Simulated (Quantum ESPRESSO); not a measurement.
**KBr under changes of volume**

One of the cells (35.937 Å³/atom); the others are scaled copies at fixed shape and fractional positions:

```xyz
2
Lattice="0.0000 3.3000 3.3000 3.3000 0.0000 3.3000 3.3000 3.3000 0.0000" Properties=species:S:1:pos:R:3 pbc="T T T"
Br    3.3000    3.3000    3.3000
K     0.0000    0.0000    0.0000
```

| Quantity | Value |
| --- | --- |
| Program | Quantum ESPRESSO 7.5 |
| Functional | PBE |
| Potentials or basis | SSSP 1.3 efficiency PBE |
| Cutoff | 816 eV |
| Density cutoff | 6531 eV |
| k mesh | 7 × 7 × 7 |
| Occupations | fermi-dirac, width 0.05 eV |
| Spin | no spin polarisation |

```tsv
volume (Å³/atom)	energy over the lowest point (meV/atom)	pressure (GPa)	gap on the mesh (eV)
33.781	20.72	1.9	4.61
34.500	13.18	1.4	4.55
35.218	7.53	1.0	4.49
35.937	3.56	0.7	4.44
36.656	?	?	?
37.374	0.00	0.1	4.33
38.093	0.10	-0.2	4.28
```

What does the run at 36.656 Å³/atom give?

Energy over the lowest point 1.11 meV/atom; pressure 0.4 GPa; gap on the mesh 4.38 eV.

Worked out: A Birch-Murnaghan fit of order 3 (a polynomial in V^(-2/3)) to the other rows has its minimum at 37.67 Å³/atom with B0 = V·E''(V) = 13.5 GPa and B' = 4.8. It gives 1.10 meV/atom at 36.656 Å³/atom, against the run's 1.11, and -dE/dV = 0.4 GPa, against 0.4. A straight line through the other rows of the gap, of slope -2.74 eV per unit of ln V (its deformation potential), gives 4.38 eV, against the run's 4.38.

Energies are extrapolated to zero smearing.

Caveats: an odd mesh through Γ misses points on the zone boundary, where band edges often lie (some runs). Spin-orbit coupling on Br is left out.
